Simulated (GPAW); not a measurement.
A run of GPAW 26.7.0:

Contents of run.py:

```python
from ase.filters import FrechetCellFilter
from ase.io import read, write
from ase.optimize import BFGS
from ase.units import GPa
from gpaw import GPAW, PW

atoms = read('POSCAR')

calc = GPAW(mode=PW(800),
            xc='PBE',
            kpts={'size': (6, 6, 4), 'gamma': True},
            occupations={'name': 'fermi-dirac', 'width': 0.05},
            nbands=33,
            convergence={'density': 1e-05, 'forces': 0.0001},
            maxiter=150,
            txt='gpaw.txt')
atoms.calc = calc
opt = BFGS(FrechetCellFilter(atoms, scalar_pressure=2 * GPa), trajectory='relax.traj', logfile='-')
done = opt.run(fmax=0.02, steps=60)
calc.write('gs.gpw')
write('result.traj', atoms)
print('Converged:', done)
print('Cell:', atoms.cell.cellpar().round(4))
print('Volume:', round(atoms.get_volume(), 4))
print(atoms.get_scaled_positions().round(5))
```

Contents of POSCAR:

```
CuO
1.0
    3.1795331014      0.0000000000      0.0000000000
   -1.5897665507      2.7535564380      0.0000000000
    0.0000000000      0.0000000000      4.4314907300
Cu O
2 2
Direct
    0.0000000000      0.0000000000      0.0000000000
    0.0000000000      0.0000000000      0.5000000000
    0.3333333333      0.6666666667      0.2500000000
    0.6666666667      0.3333333333      0.7500000000
```

Potentials or basis: GPAW PAW data sets (gpaw-data 1.2.1), pw.

The run is started by

```console
$ OMP_NUM_THREADS=1 python run.py
```

Hardware: 1 thread of Arm Neoverse V1 (shared host).

Estimate the wall time of this run.

It took 5.5 min on 1 thread of Arm Neoverse V1, on a shared host, peak memory 0.33 GiB. Counts: scf iterations 115, plane waves 2024, bands 33, k points 24, ion steps 10.
